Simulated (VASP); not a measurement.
# MoS2: single point with PBE

The system is MoS2.

```
Mo S
1.0
     0.00000    2.93240    2.93240
     2.93240    0.00000    2.93240
     2.93240    2.93240    0.00000
Mo S
1 2
Direct
  0.00000 0.00000 0.00000
  0.25000 0.25000 0.25000
  0.75000 0.75000 0.75000
```

The cell was built by a generator and needn't be a form met in nature.

```
Program             : VASP 6.6.1
Task                : single point
Functional          : PBE
Potentials or basis : VASP PAW PBE potentials, release 64 (Mo_sv, S)
Cutoff              : 520 eV
k mesh              : 6 × 6 × 6
Occupations         : fermi-dirac, width 0.02 eV
Spin                : no spin polarisation
```

| Property | Result |
| --- | --- |
| Pressure | 0.8 GPa |
| Band gap on the k mesh | none (metal or under the smearing width) |

Levels at points of the mesh, in eV from the Fermi level:
| k point | band 11 | band 12 | band 13 | band 14 | band 15 | band 16 |
| --- | --- | --- | --- | --- | --- | --- |
| (0.00, 0.00, 0.00) | -0.97 | -0.48 | -0.48 | -0.48 | 4.22 | 4.22 |
| (0.50, 0.00, 0.00) | -2.91 | -2.91 | -0.48 | -0.48 | 1.59 | 3.96 |
| (0.50, 0.50, 0.00) | -2.49 | -0.66 | 0.07 | 0.98 | 1.71 | 3.48 |

Wall time 12 s on 1 thread of Intel(R) Xeon(R) Platinum 8488C (Sapphire Rapids), on a shared host, peak memory 0.17 GiB.
